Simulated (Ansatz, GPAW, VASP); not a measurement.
# One calculation of Se, 3 ways

```
Se
1.0
     4.36620    0.00000    0.00000
    -2.18310    3.78124    0.00000
     0.00000    0.00000    4.95360
Se
3
Direct
  0.77460 0.77460 0.00000
  0.00000 0.22540 0.66667
  0.22540 0.00000 0.33333
```

Alike in all runs: task single point; functional PBEsol; k mesh 7 × 7 × 6; occupations gaussian, width 0.1 eV; no spin polarisation; no spin-orbit coupling. Pressure is positive in compression and, in plane waves, holds the error of the finite cutoff, which Ansatz's Pulay term estimates and takes out.

| program and potentials | plane-wave cutoff (eV) | notes | pressure (GPa) | largest force (eV/Å) |
| --- | --- | --- | --- | --- |
| Ansatz, Ansatz PAW | 420 | potentials made for PBE, which Ansatz adapts in part; 16 valence electrons an atom on average | 0.17 | 0.287 |
| VASP, PBE PAW files Se, 500 eV | 500 | potentials made for PBE; 6 valence electrons an atom on average | 0.36 | 0.333 |
| GPAW, PAW data sets generated for this functional | 600 | 6 valence electrons an atom on average | 0.21 | 0.310 |

Force on atom 2 (Se), eV/Å:

```tsv
program and potentials	x	y	z
Ansatz, Ansatz PAW	-0.144	0.249	0.000
VASP, PBE PAW files Se, 500 eV	-0.167	0.289	0.000
GPAW, PAW data sets generated for this functional	-0.155	0.269	0.000
```

The pressure spans 0.17 (Ansatz, Ansatz PAW) to 0.36 GPa (VASP, PBE PAW files Se, 500 eV).

Differences between rows come from potentials, basis sets and numerical settings, since the functional is the same but for its coding. Runs on potential files found faulty are left out.
